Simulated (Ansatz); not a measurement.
**How much do the gradients of LiH with oxygen replacing H depend on the method?**

Cell: a supercell of LiH (rock salt type, Fm-3m) built from a computed structure from the Materials Project (it need not be an observed phase), with the ions relaxed around the defect (PBE).

Space group Fm-3m (No. 225); a = 12.0517 Å.

```
site  Wyckoff  site symmetry       x       y       z
 Li1      32f            .3m  0.3339  0.8339  0.8339
 Li2      24e           4m.m  0.5000  0.0000  0.8445
 Li6      48h           m.m2  0.8333  0.1667  0.0000
Li27       4a           m-3m  0.0000  0.5000  0.5000
   O       4b           m-3m  0.5000  0.0000  0.0000
 H29      48i           m.m2  0.6700  0.1700  0.0000
 H32      32f            .3m  0.8333  0.1667  0.1667
 H42      24e           4m.m  0.0000  0.5000  0.3338
```

One atom of each set is listed; the run and its k-mesh use a cell of 54 atoms with edges of 8.52, 8.52, 8.52 Å.

First run. Level of theory: DFT, PBE, plane waves and PAW, scalar-relativistic, 420 eV cutoff, Γ-centred 3×3×3 k-points, Fermi–Dirac smearing 0.01 eV, cell charge -1 (Ansatz 0.2.0).

| site | V_zz (10²¹ V/m²) | η |
| --- | --- | --- |
| Li2 | -0.25 | 0.00 |
| Li6 | 0.025 | 0.69 |
| O | 0.00 | – |
| H42 | -0.047 | 0.00 |

Second run. The same atoms and settings, except that the functional is r2SCAN and the cutoff is 500 eV.

Q: What does the second run give?

A: 

```tsv
site	V_zz	η	change of V_zz
Li2	-0.26	0.00	-0.01
Li6	0.028	0.42	0.00
O	0.00	–	0.00
H42	-0.045	0.00	0.00
```

No V_zz moves by more than 0.02. Other sites with |V_zz| of 0.02 or less aren't listed.

The defect repeats with the cell of 54 atoms, so it feels its images: sites between two images don't show the values beside a lone defect, and zeros or small values of η there can come from the images' arrangement. The relaxation keeps the site symmetry m-3m of the start, so the impurity can't leave its site; a start off the site could end lower. A uniform background compensates the cell's charge. With these PAW files V_zz is typically within 2 to 3 % of all-electron values, but misses above 10 % occur on Li.
